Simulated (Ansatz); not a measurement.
# GaP: how the energy converges with the cutoff

GaP, R-3m, a = 3.886 Å, c = 19.292 Å. This isn't the usual stable structure of the compound. Ansatz: PBE, PAW, cutoff varied, Γ-centred 12×12×12 mesh on 4 atoms, Gaussian smearing 0.02 eV; no spin polarisation. Single points at one geometry, the cutoff alone changed; ΔE is the energy at zero smearing over the run at 850 eV (runs within 0.3 meV/atom of it are left out). The runs up to 380 eV lie under the cutoff recommended for these PAW datasets.

```tsv
cutoff (eV)	ΔE (meV/atom)
150	19394.49
200	4385.28
250	710.72
300	80.07
350	7.63
380	2.41
420	1.07
460	?
```

**Question.** Assume ΔE falls exponentially with the cutoff, fit y = ln ΔE against x, the cutoff in eV, to the other rows, and predict the missing value.

**Answer.** y = 9.873, 8.386, 6.566, 4.383, 2.032, 0.880, 0.068. Means x = 292.9, y = 4.5983; Σ(Δx)² = 57943, ΣΔxΔy = -2238; the slope is their ratio. y = 15.91 − 0.03862 x, a factor of ten per 60 eV. At 460 eV this gives ΔE = 0.16 meV/atom. The run gave 0.55, a ratio of 0.29. Between neighbouring rows the decay runs from a factor of ten per 49 eV to one per 138 eV, so one exponential is only a rough guide. The fast fall gives way to a slow tail, so a fit to low cutoffs promises convergence too early.